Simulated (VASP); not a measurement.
## SrTe: relaxation of cell and atoms with PBEsol

Crystal: SrTe.

```
CELL_PARAMETERS angstrom
0.00000 3.35584 3.35584
3.35584 0.00000 3.35584
3.35584 3.35584 0.00000
ATOMIC_POSITIONS crystal
Te 0.50000 0.50000 0.50000
Sr 0.00000 0.00000 0.00000
```

The cell was built by a generator and needn't be a form met in nature.

```yaml
Program: VASP 6.6.1
Task: relaxation of cell and atoms
Functional: PBEsol
Potentials_or_basis: VASP PAW PBE potentials, release 64 (Te, Sr_sv)
Cutoff: 600 eV
k_mesh: 8 × 8 × 8
Occupations: gaussian, width 0.03 eV
Spin: no spin polarisation
Further_INCAR_settings: ALGO = Normal; EDIFF = 1e-06; IBRION = 2; EDIFFG = -0.01; NSW = 90; ISIF = 3
```

* Relaxed volume: 36.19 Å³/atom
* Relaxed cell: a = 4.678 Å, b = 4.678 Å, c = 4.678 Å, α = 60.00°, β = 60.00°, γ = 60.00°
* Space group after relaxing (to 0.05 Å): Fm-3m (No. 225)
* Energy gained by relaxing: 7.3 meV/atom
* Ionic steps: 3
* Pressure after relaxing: 0.0 GPa
* Band gap on the k mesh: 1.55 eV, indirect (least direct gap 2.32 eV)

The path:
| step | energy change (eV) | largest force (eV/Å) | pressure (GPa) | volume (Å³) |
| --- | --- | --- | --- | --- |
| 1 | 0.0000 | 0.0000 | -1.40 | 75.58 |
| 2 | -0.0145 | 0.0000 | 0.18 | 72.02 |
| 3 | -0.0147 | 0.0000 | 0.00 | 72.37 |

Final structure:
```cif
data_structure
_symmetry_space_group_name_H-M 'P 1'
_symmetry_Int_Tables_number 1
_cell_length_a 4.6777
_cell_length_b 4.6777
_cell_length_c 4.6777
_cell_angle_alpha 60.000
_cell_angle_beta 60.000
_cell_angle_gamma 60.000
_cell_volume 72.37
loop_
_atom_site_label
_atom_site_type_symbol
_atom_site_fract_x
_atom_site_fract_y
_atom_site_fract_z
_atom_site_occupancy
Te1 Te 0.50000 0.50000 0.50000 1
Sr1 Sr 0.00000 0.00000 0.00000 1
```

Levels at points of the mesh, in eV from the valence-band top:
| k point | band 4 | band 5 | band 6 | band 7 | band 8 | band 9 | band 10 | band 11 | band 12 |
| --- | --- | --- | --- | --- | --- | --- | --- | --- | --- |
| (0.00, 0.00, 0.00) | -16.54 | -10.08 | 0.00 | 0.00 | 0.00 | 2.79 | 3.19 | 3.19 | 3.19 |
| (0.50, 0.00, 0.00) | -16.55 | -9.39 | -2.96 | -1.17 | -1.17 | 3.78 | 5.14 | 5.33 | 5.33 |
| (0.50, 0.50, 0.00) | -16.58 | -9.61 | -2.05 | -0.77 | -0.77 | 1.55 | 3.86 | 4.83 | 6.18 |

It took 42 s on 1 thread of Intel(R) Xeon(R) 6975P-C (Granite Rapids), with other jobs on the host, peak memory 0.26 GiB.

Caveat: the PAW data sets were made with another functional, which shifts forces and pressure a little; spin-orbit coupling is left out, which moves the levels of the heavy elements. A k mesh can miss the band edges.
